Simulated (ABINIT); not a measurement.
Runs of ABINIT 10.8.3 (patched build) on CdF2. Symmetry: Fm-3m, No. 225, cubic system. Conventional cell: a = 5.388 Å, b = 5.388 Å, c = 5.388 Å, α = 90.00°, β = 90.00°, γ = 90.00°. Around Cd (site symmetry m-3m) lie 8 F at 2.33 Å. Around F (site symmetry -43m) lie 4 Cd at 2.33 Å. 

```csv
task,level,potentials or basis,k mesh,cutoff (eV),fine-grid cutoff,gap on the mesh (eV),pressure (GPa),V0 of scaled cells (Å³/atom),B0 (GPa)
band structure,BP86,JTH PAW PBE v2.0,9 × 9 × 9,626,1224.51 eV,3.05,4.3,-,-
band structure,HCTH407,JTH PAW PBE v2.0,9 × 9 × 9,626,1224.51 eV,3.75,9.2,-,-
band structure,PBE,JTH PAW PBE v2.0,9 × 9 × 9,626,1224.51 eV,3.10,5.1,-,-
single point,r2SCAN,JTH PAW PBE v2.0,7 × 7 × 7,762,1360.57 eV,3.82,-,-,-
single point,LDA,JTH PAW LDA v2.0,7 × 7 × 7,626,1224.51 eV,(b),(a),-,-
equation of state,LDA,JTH PAW LDA v2.0,9 × 9 × 9,626,1224.51 eV,-,-,12.39,127
band structure,PBEsol,JTH PAW PBE v2.0,9 × 9 × 9,626,1224.51 eV,2.93,-0.5,-,-
equation of state,r2SCAN,JTH PAW PBE v2.0,9 × 9 × 9,762,1360.57 eV,-,-,13.04,114
```

Alike in all rows: no spin polarisation; cell as given; smearing fermi-dirac 0.05 eV.

Problem. Estimate the missing entries.

Solution. (a) -6.0; (b) 2.83.

Caveats: the PAW data sets were made with another functional, which shifts forces and pressure a little (some runs); an odd mesh through Γ misses points on the zone boundary, where band edges often lie (some runs); pressures at fixed basis lie under the slope of the energies (some runs).

A k mesh can miss the band edges, and the runs leave out spin-orbit coupling on Cd.

Not every run made on this cell is shown here.
